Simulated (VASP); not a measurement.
ZnSe, 4 atoms in the cell. The cell holds a slab with vacuum, 4 atoms: a = 5.668 Å, b = 4.008 Å, c = 12.004 Å, α = 90.00°, β = 90.00°, γ = 90.00°. 

```yaml
Program: VASP 6.6.1
Task: work function
Functional: LDA
Potentials_or_basis: VASP PAW LDA potentials, release 64 (Zn, Se)
Cutoff: 300 eV
k_mesh: 4 × 4 × 1
Occupations: gaussian, width 0.05 eV
Spin: no spin polarisation
Vacuum_Å: 10
Dipole_correction: yes
Further_INCAR_settings: ALGO = Fast; EDIFF = 1e-07
```

Potentials or basis: VASP PAW LDA potentials, release 64 (Zn, Se).

Launch:

```console
$ cat potpaw_LDA.64/Zn/POTCAR potpaw_LDA.64/Se/POTCAR > POTCAR
$ mpirun -np 2 vasp_std > vasp.out
```

Hardware: 2 MPI ranks on Intel(R) Xeon(R) Platinum 8259CL CPU @ 2.50GHz (Skylake/Cascade Lake), on a shared host.

Problem. How long does it take, and how much memory?

Solution. Run time: 16 s on 2 MPI ranks on Intel(R) Xeon(R) Platinum 8259CL CPU @ 2.50GHz (Skylake/Cascade Lake) (shared host), peak memory 0.17 GiB a rank. Counts: scf iterations 20, k points 9.
